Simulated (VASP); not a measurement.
# SiC (P6_3mc) in VASP: phonons with PBE

Aim: the phonons of SiC with PBE.

Program: VASP 6.6.1. These are calculated values, not measurements. Logs are shortened: lines on timing, memory, paths and dates and some standing lists are left out, and cuts for length are marked.

## Step 1: The crystal as given

The structure is hexagonal, space group P6_3mc (No. 186). The conventional cell has a = 3.076 Å, b = 3.076 Å, c = 5.048 Å, α = 90.00°, β = 90.00°, γ = 120.00°. Around Si (site symmetry 3m) lie 4 C at 1.87 to 1.94 Å. C (site symmetry 3m) has 4 Si at 1.87 to 1.94 Å as nearest neighbours.

## Step 2: Phonons, PBE

The input, POSCAR:

```
SiC
1.0
    3.0760000000      0.0000000000      0.0000000000
   -1.5380000000      2.6638941400      0.0000000000
    0.0000000000      0.0000000000      5.0480000000
Si C
2 2
Direct
    0.3333333300      0.6666666700      0.0000000000
    0.6666666700      0.3333333300      0.5000000000
    0.3333333300      0.6666666700      0.3850000000
    0.6666666700      0.3333333300      0.8850000000
```

The input, INCAR.step1:

```
  ALGO = Fast
  EDIFF = 1E-8
  EDIFFG = -0.002
  ENCUT = 600
  GGA = PE
  IBRION = 2
  ISIF = 3
  ISMEAR = 0
  LASPH = True
  LCHARG = False
  LREAL = False
  LWAVE = False
  NELM = 60
  NSW = 40
  PREC = Accurate
  SIGMA = 0.02
```

The input, INCAR.step2:

```
  ALGO = Fast
  EDIFF = 1E-8
  ENCUT = 600
  GGA = PE
  IBRION = 8
  ISIF = 2
  ISMEAR = 0
  LASPH = True
  LCHARG = False
  LREAL = False
  LWAVE = False
  NELM = 60
  NSW = 1
  PREC = Accurate
  SIGMA = 0.02
```

The input, KPOINTS:

```
k-points
0
Gamma
  12 12 6
```

Potentials or basis: VASP PAW PBE potentials, release 64 (Si, C).

On the command line:

```sh
$ cat potpaw_PBE.64/Si/POTCAR potpaw_PBE.64/C/POTCAR > POTCAR
$ cp INCAR.step1 INCAR
$ mpirun -np 1 vasp_std > vasp.out
$ cp CONTCAR POSCAR
$ cp INCAR.step2 INCAR
$ mpirun -np 1 vasp_std > vasp.out
```

OUTCAR:

```text
EDIFF = 1E-8
   ENCUT = 600
   GGA = PE
   IBRION = 8
   ISIF = 2
   ISMEAR = 0
   LASPH = True
   LREAL = False
   NELM = 60
   NSW = 1
   PREC = Accurate

 ion  position               nearest neighbor table
   1  0.333  0.667  0.005-   4 1.89   4 1.89   4 1.89   3 1.91   2 3.10   2 3.10   2 3.10   2 3.10
                             2 3.10   2 3.10
   2  0.667  0.333  0.505-   3 1.89   3 1.89   3 1.89   4 1.91   1 3.10   1 3.10   1 3.10   1 3.10
                             1 3.10   1 3.10
   3  0.333  0.667  0.380-   2 1.89   2 1.89   2 1.89   1 1.91
   4  0.667  0.333  0.880-   1 1.89   1 1.89   1 1.89   2 1.91

  LATTYP: Found a hexagonal cell.
 ALAT       =     3.0910739817
 C/A-ratio  =     1.6411734943

  Lattice vectors:

 A1 = (   3.0910739817,   0.0000000000,   0.0000000000)
 A2 = (  -1.5455369908,   2.6769485911,   0.0000000000)
 A3 = (   0.0000000000,   0.0000000000,   5.0729886877)

Analysis of symmetry for initial positions (statically):
=====================================================================
 Subroutine PRICEL returns:
 Original cell was already a primitive cell.

 Routine SETGRP: Setting up the symmetry group for a
 hexagonal supercell.

 Subroutine GETGRP returns: Found 12 space group operations
 (whereof  6 operations were pure point group operations)
 out of a pool of 24 trial point group operations.

The static configuration has the point symmetry C_3v.
 The point group associated with its full space group is C_6v.

Analysis of symmetry for dynamics (positions and initial velocities):
=====================================================================
 Subroutine PRICEL returns:
 Original cell was already a primitive cell.

 Routine SETGRP: Setting up the symmetry group for a
 hexagonal supercell.

 Subroutine GETGRP returns: Found 12 space group operations
 (whereof  6 operations were pure point group operations)
 out of a pool of 24 trial point group operations.

The dynamic configuration has the point symmetry C_3v.
 The point group associated with its full space group is C_6v.

 Subroutine INISYM returns: Found 12 space group operations
 (whereof  6 operations are pure point group operations),
 and found     1 'primitive' translations

----------------------------------------------------------------------------------------

                                     Primitive cell

  volume of cell :      41.9772

  direct lattice vectors                    reciprocal lattice vectors
     3.091073982  0.000000000  0.000000000     0.323512153  0.186779829  0.000000000
    -1.545536991  2.676948591  0.000000000     0.000000000  0.373559658  0.000000000
     0.000000000  0.000000000  5.072988688     0.000000000  0.000000000  0.197122458

  length of vectors
     3.091073982  3.091073980  5.072988688     0.373559658  0.373559658  0.197122458

  position of ions in fractional coordinates (direct lattice)
     0.333333330  0.666666670  0.004583450
     0.666666670  0.333333330  0.504583450
     0.333333330  0.666666670  0.380416550
     0.666666670  0.333333330  0.880416550

  ion indices of the primitive-cell ions
   primitive index   ion index
                 1           1
[... 146 lines left out ...]
     10      14.1477      0.00000
     11      14.6724      0.00000
     12      14.6737      0.00000
[... 331 lines left out ...]
 k-point    24 :       0.3333    0.0000    0.1667
  band No.  band energies     occupation
      1      -5.4076      2.00000
      2      -2.8900      2.00000
      3       0.8076      2.00000
      4       2.5136      2.00000
      5       3.3370      2.00000
      6       5.2697      2.00000
      7       6.5024      2.00000
      8       6.9943      2.00000
      9      11.4450      0.00000
     10      12.5518      0.00000
     11      14.8266      0.00000
     12      16.3282      0.00000

 [... further k-points ...]

------------------------ aborting loop because EDIFF is reached ----------------------------------------

  FORCE on cell =-STRESS in cart. coord.  units (eV):
  Direction    XX          YY          ZZ          XY          YZ          ZX
  --------------------------------------------------------------------------------------
  -------------------------------------------------------------------------------------
  Total       -0.0022398     -0.0022398     -0.0029257      0.0000000      0.0000000      0.0000000
  in kB       -0.0854888     -0.0854888     -0.1116668      0.0000000      0.0000000      0.0000000
  external PRESSURE =      -0.0942148 kB  Pullay stress =       0.0000000 kB

 VOLUME and BASIS-vectors are now :
 -----------------------------------------------------------------------------
  energy-cutoff  :      600.00
  volume of cell :       41.98
      direct lattice vectors                 reciprocal lattice vectors
     3.091073982  0.000000000  0.000000000     0.323512153  0.186779829  0.000000000
    -1.545536991  2.676948591  0.000000000     0.000000000  0.373559658  0.000000000
     0.000000000  0.000000000  5.072988688     0.000000000  0.000000000  0.197122458

 POSITION                                       TOTAL-FORCE (eV/Angst)
 -----------------------------------------------------------------------------------
     -0.00000      1.78463      0.02325         0.000000     -0.000000     -0.000055
      1.54554      0.89232      2.55975        -0.000000      0.000000     -0.000055
     -0.00000      1.78463      1.92985         0.000000     -0.000000      0.000055
      1.54554      0.89232      4.46634        -0.000000      0.000000      0.000055
 -----------------------------------------------------------------------------------
    total drift:                               -0.000004      0.000002     -0.000082

  FREE ENERGIE OF THE ION-ELECTRON SYSTEM (eV)
  ---------------------------------------------------
  free  energy   TOTEN  =       -30.1129875945 eV

  energy  without entropy=      -30.1129875945  energy(sigma->0) =      -30.11298759

[... ionic steps 2 to 9 ...]

--------------------------------------- Ionic step       10  -------------------------------------------

------------------------ aborting loop because EDIFF is reached ----------------------------------------

[... ionic steps 11 to 11 ...]

--------------------------------------- Ionic step       12  -------------------------------------------

 Free energy of the ion-electron system (eV)
  ---------------------------------------------------
  ---------------------------------------------------
  free energy    TOTEN  =        -0.13516339 eV

  energy without entropy =       -0.13516339

------------------------ aborting loop because EDIFF is reached ----------------------------------------

 INTERNAL STRAIN TENSOR  FOR ION    3  DIRECTION 3   (eV/Angst):
 -----------------------------------------------------------------------------
     4.66345 -0.00000  0.00000
    -0.00000  4.66345  0.00000
    -0.00000 -0.00000 -8.79253

 INTERNAL STRAIN TENSOR FOR ION    4 for displacements in x,y,z  (eV/Angst):
          X           Y           Z          XY          YZ          ZX
  --------------------------------------------------------------------------------
  x     0.00000    -0.00000     0.00000     8.88244    -0.00000     5.29999
  y     8.88244    -8.88244     0.00000     0.00000     5.49116     0.00000
  z     4.66345     4.66345    -8.79253    -0.00000     0.00000     0.00000

 SECOND DERIVATIVES (NOT SYMMETRIZED)
 ------------------------------------
               1X          1Y          1Z          2X          2Y          2Z          3X          3Y          3Z          4X          4Y          4Z
  1X   -19.400310    0.000000    0.000000    0.621427   -0.000000    0.000000    2.157943   -0.000000    0.000000   16.620939    0.000000   -0.000000
  1Y     0.000000  -19.400310    0.000000    0.000000    0.621427    0.000000    0.000000    2.157943   -0.000000    0.000000   16.620939    0.000000
  1Z    -0.000000    0.000000  -26.361953    0.000000    0.000000    8.948029    0.000000    0.000000    8.426368    0.000000   -0.000000    8.987557
  2X     0.621427   -0.000000    0.000000  -19.400310    0.000000    0.000000   16.620939    0.000000    0.000000    2.157943   -0.000000    0.000000
  2Y     0.000000    0.621427   -0.000000   -0.000000  -19.400310   -0.000000    0.000000   16.620939    0.000000    0.000000    2.157943    0.000000
  2Z     0.000000   -0.000000    8.948029    0.000000    0.000000  -26.361953    0.000000    0.000000    8.987557    0.000000   -0.000000    8.426368
  3X     2.158896    0.000000    0.000000   16.622605    0.000000    0.000000  -18.777344    0.000000   -0.000000   -0.004157    0.000000    0.000000
  3Y     0.000000    2.158896    0.000000    0.000000   16.622605    0.000000   -0.000000  -18.777344   -0.000000    0.000000   -0.004157    0.000000
  3Z     0.000000    0.000000    8.376264    0.000000    0.000000    9.033438    0.000000    0.000000  -23.416959    0.000000   -0.000000    6.007257
  4X    16.622605    0.000000   -0.000000    2.158896    0.000000   -0.000000   -0.004157    0.000000   -0.000000  -18.777344    0.000000    0.000000
  4Y     0.000000   16.622605   -0.000000   -0.000000    2.158896   -0.000000    0.000000   -0.004157    0.000000    0.000000  -18.777344    0.000000
  4Z     0.000000    0.000000    9.033438    0.000000    0.000000    8.376264    0.000000   -0.000000    6.007257   -0.000000    0.000000  -23.416959

 Eigenvectors and eigenvalues of the dynamical matrix
 ----------------------------------------------------

   1 f  =   24.473455 THz   153.771253 2PiTHz  816.346589 cm-1   101.214032 meV
             X         Y         Z           dx          dy          dz
     -0.000000  1.784632  0.023252     0.000000   -0.000000   -0.019644
      1.545537  0.892316  2.559746     0.000000   -0.000000    0.019644
     -0.000000  1.784632  1.929849    -0.000000    0.000000   -0.706834
      1.545537  0.892316  4.466343    -0.000000    0.000000    0.706834
[... 71 lines left out ...]
  12 f/i=    0.001249 THz     0.007848 2PiTHz    0.041665 cm-1     0.005166 meV
             X         Y         Z           dx          dy          dz
     -0.000000  1.784632  0.023252    -0.000000   -0.000000   -0.591774
      1.545537  0.892316  2.559746    -0.000000   -0.000000   -0.591774
     -0.000000  1.784632  1.929849    -0.000000   -0.000000   -0.387045
      1.545537  0.892316  4.466343    -0.000000   -0.000000   -0.387045

--------------------------------------------------------------------------------------------------------

 ELASTIC MODULI CONTR FROM IONIC RELAXATION (kBar)
 Direction    XX          YY          ZZ          XY          YZ          ZX
 --------------------------------------------------------------------------------
 XX        -416.6507    225.7416    179.9944      0.0000      0.0000     -0.0000
 YY         225.7416   -416.6507    179.9944      0.0000     -0.0000      0.0000
 ZZ         179.9944    179.9944   -339.4076     -0.0000      0.0000     -0.0000
 XY           0.0000      0.0000     -0.0000   -321.1961     -0.0000      0.0000
 YZ           0.0000     -0.0000      0.0000     -0.0000   -105.8996      0.0000
 ZX          -0.0000      0.0000     -0.0000     -0.0000      0.0000   -113.6608
 --------------------------------------------------------------------------------
```

Wall time 12 min (1 thread of Intel Xeon Platinum 8488C (Sapphire Rapids), shared host); peak memory 0.63 GiB.

Results:

```
Relaxed volume                                          : 10.49 Å³/atom
Relaxed cell                                            : a = 3.091 Å, b = 3.091 Å, c = 5.073 Å, α = 90.00°, β = 90.00°, γ = 120.00°
Space group after relaxing (to 0.05 Å)                  : P6_3mc (No. 186)
Highest phonon frequency at Γ, LO-TO splitting left out : 816 cm⁻¹
```

Step by step:
| step | energy change (eV) | largest force (eV/Å) | pressure (GPa) | volume (Å³) |
| --- | --- | --- | --- | --- |
| 1 | 0.0000 | 0.7525 | 3.50 | 41.36 |
| 2 | -0.0032 | 0.6269 | -3.42 | 42.73 |
| 3 | -0.0391 | 0.0838 | -0.45 | 42.06 |
| 4 | -0.0422 | 0.0258 | 0.06 | 41.96 |
| 5 | -0.0422 | 0.0124 | 0.00 | 41.98 |
| 6 | -0.0422 | 0.0112 | 0.00 | 41.98 |
| 7 | -0.0422 | 0.0001 | 0.00 | 41.98 |

Final structure:
```
CELL_PARAMETERS angstrom
3.09107 0.00000 0.00000
-1.54554 2.67695 0.00000
0.00000 0.00000 5.07299
ATOMIC_POSITIONS crystal
Si 0.33333 0.66667 0.00458
Si 0.66667 0.33333 0.50458
C 0.33333 0.66667 0.38042
C 0.66667 0.33333 0.88042
```

Phonon frequencies in cm⁻¹ (negative: imaginary):
```csv
q point,frequencies
"(0.000, 0.000, 0.000)",0 0 0 257 257 584 743 743 750 779 779 816
```
